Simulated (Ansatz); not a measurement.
Runs of Ansatz 0.2.0 on C. Symmetry: P6_3/mmc, No. 194, hexagonal system. The conventional cell has a = 2.522 Å, b = 2.522 Å, c = 12.356 Å, α = 90.00°, β = 90.00°, γ = 120.00°. C (site symmetry 3m) is surrounded by 4 C at 1.54 Å. C (site symmetry 3m) is surrounded by 4 C at 1.54 Å. Around C (site symmetry 3m) lie 4 C at 1.54 Å. This is a hexagonal form of diamond, not graphite.

```csv
task,level,cell,cutoff (eV),points for each segment of the path,gap on the mesh (eV),pressure (GPa),relaxed volume (Å³/atom),largest force (eV/Å)
relaxation of cell and atoms,BLYP+D4,relaxed,420,-,(b),0.0,5.68,-
band structure,revPBE,as given,420,10,4.38,6.7,-,0.33
relaxation of cell and atoms,RPBE+D4,relaxed,420,-,4.49,0.0,5.60,-
relaxation of cell and atoms,m-r2SCAN,relaxed,500,-,4.69,0.0,5.64,-
band structure,PBEsol,as given,420,10,4.26,-4.5,-,(a)
band structure,PBE,as given,420,10,4.39,2.1,-,0.33
relaxation of cell and atoms,revPBE+D4,relaxed,420,-,4.49,0.0,5.59,-
```

Alike in all rows: potentials or basis Ansatz PAW; no spin polarisation; k mesh 12 × 12 × 3; smearing fermi-dirac 0.05 eV.

**Question.** Fill in the values left out.

**Answer.** (a) 0.34; (b) 4.74.

Caveats: the PAW data sets come from PBE, with cores solved anew for the run's functional, which leaves a small shift of forces and pressure (some runs); the potentials were made for another functional, which shifts forces and pressure (some runs); the plane-wave basis is chosen anew once the cell has moved, so the energies of steps on either side of that aren't comparable (some runs).

A k mesh can miss the band edges.

Not every run made on this cell is shown here.
